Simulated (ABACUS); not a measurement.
An input for ABACUS 3.10.1 (Au):

File INPUT:

```
INPUT_PARAMETERS
suffix              Au
calculation         scf
basis_type          lcao
pseudo_dir          ./
orbital_dir         ./
symmetry            1
dft_functional      pbe
ecutwfc             100
pseudo_rcut         10
nspin               1
nbands              10
ks_solver           genelpa
smearing_method     fd
smearing_sigma      0.00367493
scf_thr             1e-07
scf_nmax            100
mixing_type         broyden
mixing_beta         0.7
cal_force           1
cal_stress          1
out_mul             1
```

STRU

```
ATOMIC_SPECIES
Au 196.9666 Au.upf

NUMERICAL_ORBITAL
Au_confined-atom_7au_2s1p1d.orb

LATTICE_CONSTANT
1.8897261246

LATTICE_VECTORS
0.0000000000 1.9934577312 1.9934577312
1.9934577312 0.0000000000 1.9934577312
1.9934577312 1.9934577312 0.0000000000

ATOMIC_POSITIONS
Direct

Au
0.0
1
0.0000000000 0.0000000000 0.0000000000 1 1 1
```

The input KPT:

```
K_POINTS
0
Gamma
11 11 11 0 0 0
```

Potentials or basis: PseudoDojo NC SR 0.4.1 PBE standard, SZ LCAO (the cutoffs set its grid).

Command:

```sh
$ OMP_NUM_THREADS=1 mpirun -np 4 abacus > log
```

**Question.** Does this run start?

**Answer.** The run stopped without a result. It printed:

running log:

```text
ABACUS v3.10.1

               Atomic-orbital Based Ab-initio Computation at UStc

 ------------------------------------------------------------------------------------

 READING GENERAL INFORMATION
                           global_out_dir = OUT.Au/
                           global_in_card = INPUT
                               pseudo_dir = ./
[... 56 lines left out ...]
            AUTOSET number of electrons:  = 19
                           occupied bands = 10
 !!!!!!!!!!!!!!!!!!!!!!!!!!!!!!!!!!!!!!!!!!!!!!!!!!!!!!!!!
                         NOTICE
 !!!!!!!!!!!!!!!!!!!!!!!!!!!!!!!!!!!!!!!!!!!!!!!!!!!!!!!!!

 for smearing, num. of bands > num. of occupied bands
 CHECK IN FILE : OUT.Au/warning.log

 !!!!!!!!!!!!!!!!!!!!!!!!!!!!!!!!!!!!!!!!!!!!!!!!!!!!!!!!!
                         NOTICE
 !!!!!!!!!!!!!!!!!!!!!!!!!!!!!!!!!!!!!!!!!!!!!!!!!!!!!!!!!
 Check in file : OUT.Au/warning.log
```

On the terminal:

```text
ABACUS v3.10.1

               Atomic-orbital Based Ab-initio Computation at UStc

 !!!!!!!!!!!!!!!!!!!!!!!!!!!!!!!!!!!!!!!!!!!!!!!!!!!!!!!!!
                         NOTICE
 !!!!!!!!!!!!!!!!!!!!!!!!!!!!!!!!!!!!!!!!!!!!!!!!!!!!!!!!!

 for smearing, num. of bands > num. of occupied bands
 CHECK IN FILE : OUT.Au/warning.log

 !!!!!!!!!!!!!!!!!!!!!!!!!!!!!!!!!!!!!!!!!!!!!!!!!!!!!!!!!
                         NOTICE
 !!!!!!!!!!!!!!!!!!!!!!!!!!!!!!!!!!!!!!!!!!!!!!!!!!!!!!!!!
```
